At room temperature, every 0.06 eV by which a conduction valley lies above the lowest one costs it a factor of ten in electrons. A valley's mass acts much more gently, since in a flat layer doubling it merely doubles the room for electrons. To know which valleys of a semiconductor carry current, one therefore needs small energy differences far more precisely than masses. In a single puckered layer of tin selenide, both quantities can be predicted for one valley from the others and then checked.

The layer has two in-plane axes. Z labels the polar one, along which the tin atoms are displaced against the selenium atoms, and X the one at right angles to it. The point Γ is the state of zero crystal momentum, and most of the valleys lie there or on the lines that run from it along the two axes. The exception is row 3, a set of four valleys away from these lines, which plays no part in the forecast. The distance from the edge is measured downwards from the highest valence state or upwards from the lowest conduction state. Masses are in units of the free-electron mass $m_e$, and a small mass means a sharply curved band whose electrons respond readily to a field.

Ansatz 0.2.0, DFT with the PBE functional, plane waves and PAW, scalar-relativistic and without spin polarisation, for a single SnSe layer in its given, unrelaxed geometry. The cutoff is 420 eV, and the k mesh is 16×16×1 with 0.05 eV Gaussian smearing for the density and 46×42×1 for the bands. Masses are principal values at each band extremum, positive for holes.

| row | valley distance from edge (eV) | valley edge | valley place | valley count | valley bands meeting | valley lightest mass (m_e) | valley heaviest mass (m_e) |
| --- | --- | --- | --- | --- | --- | --- | --- |
| 1 | 0.000 | valence | Gamma-Z line | 2 | 1 | 0.162 | 0.271 |
| 2 | 0.148 | valence | Gamma | 1 | 1 | 0.755 | 1.440 |
| 3 | 0.424 | valence | n/a | 4 | 1 | 0.244 | 1.690 |
| 4 | 0.435 | valence | Gamma-X line | 2 | 1 | 0.152 | 0.273 |
| 5 | 0.000 | conduction | Gamma-X line | 2 | 1 | 0.151 | 0.188 |
| 6 | 0.052 | conduction | Gamma | 1 | 1 | 0.877 | 1.256 |
| 7 | ? | conduction | Gamma-Z line | ? | ? | ? | ? |

The conduction valley on the Γ-Z line, row 7, is the one to be predicted. Its count follows from symmetry. A state with momentum $k$ has a partner of equal energy at $-k$, and the mirror plane of the layer maps the polar line onto itself, so it creates no further copies. The forecast is two valleys. It should also be a single band, because inside this line the symmetry forces no two bands together as long as spin-orbit coupling is left out.

The distance is harder, and the best guide to it is a layer that is not in the table. If the two in-plane axes were equivalent, as in an undistorted square layer, the valleys on Γ-X and Γ-Z would have equal energies. The distortion along the polar axis separates them. At the valence edge it does so strongly, leaving the Γ-X valley 0.435 eV below the one on Γ-Z.

What it does at the conduction edge can be gauged from two simple cases. If the distortion acted on the valence states alone, both conduction valleys would stay level and the distance would be zero. If it moved valence and conduction states on each line together, the conduction valleys would be split as much as the valence valleys. Nothing in the known rows decides between these cases, so the forecast is halfway, 0.22 eV, with a range from 0.05 to 0.44 eV. The lower end is set by the order of the rows, which run by rising distance at each edge, and not by physics. The upper end is a judgement, since nothing forbids a larger splitting.

For the masses there is a closer guide. On Γ-X both edges are known, and going from valence to conduction leaves the lightest mass almost unchanged while it reduces the heaviest to 0.69 of its value. Applying the same two ratios to the valence valley on Γ-Z gives the forecast for row 7. The lightest mass should be 0.16 $m_e$, with a range from 0.11 to 0.24, and the heaviest 0.19 $m_e$, with a range from 0.09 to 0.37. These ranges allow a factor of 1.5 and of 2 either way, and they are judgements, not statistical errors.

The forecast has a practical consequence. At its central distance the Γ-Z valley would hold very few electrons at room temperature, about two for every ten thousand on Γ-X. At the low end of the range it would hold about one for every seven, and it would matter.

The withheld rows as computed:

| row | valley distance from edge (eV) | valley edge | valley place | valley count | valley bands meeting | valley lightest mass (m_e) | valley heaviest mass (m_e) |
| --- | --- | --- | --- | --- | --- | --- | --- |
| 7 | 0.082 | conduction | Gamma-Z line | 2 | 1 | 0.145 | 0.177 |

The count is as symmetry requires, and the valley is a single band, as expected. The masses are close too: the forecast is 11% above the computed lightest mass and 5% above the heaviest. The distance falls inside its range but far from the centre, at 0.082 eV where 0.22 eV was predicted. The model for the masses took its ratios from rows 4 and 5 and its starting masses from row 1, so row 7 had no part in it; the full comparison is in the output below.

The heaviest mass is the more telling of the two, because the lightest mass is much the same in every valley on the two lines. Had the conduction band simply mirrored the valence band on Γ-Z, its heaviest mass would have been 0.271 $m_e$, half as large again as the computed 0.177. The conduction valley resembles its neighbour at the same edge more than its partner across the gap. Copying the masses of the Γ-X conduction valley would in fact have served as well as the ratios, so the success supports this likeness and not the particular recipe.

The recipe also hides a choice, because it pairs the masses by size. In all four valleys on the two lines the heaviest mass belongs to motion along X, which is along the line on Γ-X but across it on Γ-Z. Pairing the masses by their direction relative to the line would have given 0.11 and 0.27 $m_e$, with the heaviest mass half as large again as the computed one. The likeness of the two conduction valleys therefore holds for directions fixed in the crystal, not for directions taken along and across each line.

The miss in distance shows how unevenly the distortion acts at the two edges. It splits the conduction valleys by only about a fifth of what it does to the valence valleys, which is much nearer to level valleys than to an equal split. A shift common to both conduction valleys would not show in these distances. Because the two splittings differ, so does the separation between valence and conduction edges: it is 1.24 eV on Γ-Z and 1.60 eV on Γ-X. The valence splitting alone would make these separations differ by 0.435 eV, and the conduction splitting takes back 0.082 eV of that. A plausible reason, not tested here, is that the two edges are built from different orbitals. In compounds of this kind the upper valence states are mainly selenium p with some tin s, and the lowest conduction states mainly tin p, so a displacement of tin against selenium need not shift them equally.

How much the miss matters becomes clear when the electrons are counted. In a flat layer, a parabolic band with few electrons in it holds a number

$$n \propto g\,\sqrt{m_1 m_2}\;e^{-E/kT},$$

where $g$ is the count of valleys, $m_1$ and $m_2$ are the lightest and heaviest mass, $E$ is the distance from the edge, and $kT$ is the thermal energy, about 0.026 eV at 300 K.

Take Γ first, row 6, against the two Γ-X valleys of row 5. The square root is 1.05 for Γ and 0.1685 for one Γ-X valley, so the masses and counts favour Γ by $1.05/(2\times0.1685)\approx3.1$. Its distance of 0.052 eV costs a factor $e^{-2.0}\approx0.13$. The product is about 0.4: heavy Γ holds four electrons for every ten on Γ-X, although it lies two thermal energies higher.

The Γ-Z valleys have no such advantage, because their count equals that of Γ-X and their masses are nearly the same. Only the exponential is left, and at 0.082 eV it gives about four electrons for every hundred on Γ-X. The forecast had two in ten thousand. An error of 0.14 eV in the distance has thus become a factor of more than a hundred in the electrons, whereas the errors in the masses change the result by less than a tenth.

Counting electrons is still not the same as counting current. If all valleys scatter equally often, an electron's contribution, averaged over the two in-plane directions, goes as $1/m_1+1/m_2$. This sum is about 12 on Γ-X, 13 on Γ-Z and only 2 at Γ. Γ holds ten times as many electrons as Γ-Z, but it carries less than twice the current: about 7% of what Γ-X carries, against 4% for Γ-Z. A heavy valley mainly stores electrons, while a light one puts even a small share to use.

These shares depend on offsets that the calculation does not settle to the precision they need. The cell was not relaxed, and valley energies in this family of layers respond to strain. A change of 0.06 eV in one direction would cut the electrons at Γ tenfold, and in the other it would make Γ the conduction edge. Spin-orbit coupling, which is left out, can split the bands on Γ-X but by symmetry not those on Γ-Z, so it may also alter the distance between these two valleys. The masses are less delicate, although the density functional used here makes gaps too small and so tends to make masses too light.

The symmetry argument does give a direction for related layers of the same structure. Where the two in-plane axes become equivalent, the Γ-X and Γ-Z valleys must become equal in energy, at both edges, and merge into one set of four. How each edge gets there has to be calculated, because in this layer the splitting at one edge was a poor measure of the splitting at the other.

Numerical output:

```
Valence splitting of Gamma-Z and Gamma-X, also the rigid-shift forecast (eV): 0.435
Direct gap at Gamma (eV): 1.361
Conduction to valence ratio of lightest masses on Gamma-X: 0.9934
Conduction to valence ratio of heaviest masses on Gamma-X: 0.6886
Forecast distance of row 7 (eV): 0.2175
Forecast range of distance, low and high (eV): 0.052, 0.435
Forecast lightest mass (m_e): 0.1609
Forecast range of lightest mass, low and high (m_e): 0.1073, 0.2414
Forecast heaviest mass (m_e): 0.1866
Forecast range of heaviest mass, low and high (m_e): 0.09331, 0.3732
Computed distance of row 7 (eV): 0.082
Miss of distance, forecast less computed (eV): 0.1355
Miss of the rigid shift, forecast less computed (eV): 0.353
Computed count and bands meeting of row 7: 2, 1
Computed lightest and heaviest mass of row 7 (m_e): 0.145, 0.177
Miss of lightest and heaviest mass, forecast less computed (m_e): 0.01593, 0.009623
Miss of lightest and heaviest mass, forecast less computed (percent of computed): 10.99, 5.437
Miss of mirror-image bands, lightest and heaviest mass (m_e): 0.017, 0.094
Edge separation on Gamma-X and on Gamma-Z (eV): 1.596, 1.243
Electrons at Gamma per electron in both Gamma-X valleys at 300 K: 0.4167
Forecast electrons on Gamma-Z per electron on Gamma-X at 300 K: 0.0002282
The same at the low end of the distance range: 0.1376
Computed electrons on Gamma-Z per electron on Gamma-X at 300 K: 0.03986
Density-of-states masses in two dimensions:
  row  one valley (m_e)  all valleys (m_e)
    1            0.2095             0.4191
    2             1.043              1.043
    3            0.6422              2.569
    4            0.2037             0.4074
    5            0.1685              0.337
    6              1.05               1.05
    7            0.1602             0.3204
```
